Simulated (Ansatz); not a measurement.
Runs of Ansatz 0.2.0 on Rh. Symmetry: Fm-3m, No. 225, cubic system. Conventional cell: a = 3.796 Å, b = 3.796 Å, c = 3.796 Å, α = 90.00°, β = 90.00°, γ = 90.00°. Rh (site symmetry m-3m) is surrounded by 12 Rh at 2.68 Å. 

| task | level | spin | cell | k mesh | smearing | points for each segment of the path | gap on the mesh (eV) | pressure (GPa) |
| --- | --- | --- | --- | --- | --- | --- | --- | --- |
| relaxation of cell and atoms | PBE | off | relaxed | 12 × 12 × 12 | fermi-dirac 0.05 eV | - | none | 0.0 |
| single point | PBE | off | as given | 12 × 12 × 12 | gaussian 0.011 eV | - | none | (a) |
| band structure | PBE | off | as given | 12 × 12 × 12 | fermi-dirac 0.05 eV | 14 | none | 7.3 |
| band structure | PBE | SOC, no magnetisation | as given | 9 × 9 × 9 | fermi-dirac 0.05 eV | 14 | none | 7.8 |
| band structure | LDA | off | as given | 12 × 12 × 12 | fermi-dirac 0.05 eV | 14 | none | -9.9 |

Alike in all rows: potentials or basis Ansatz PAW; cutoff (eV) 420.

**Question.** Fill in the values left out.

**Answer.** (a) 7.2.

Caveats: the plane-wave basis is chosen anew once the cell has moved, so the energies of steps on either side of that aren't comparable (some runs); the PAW data sets come from PBE, with cores solved anew for the run's functional, which leaves a small shift of forces and pressure (some runs).

A k mesh can miss the band edges, and rows without SOC leave out spin-orbit coupling on Rh.

A gap of «none» marks a metal or a gap under the smearing width.
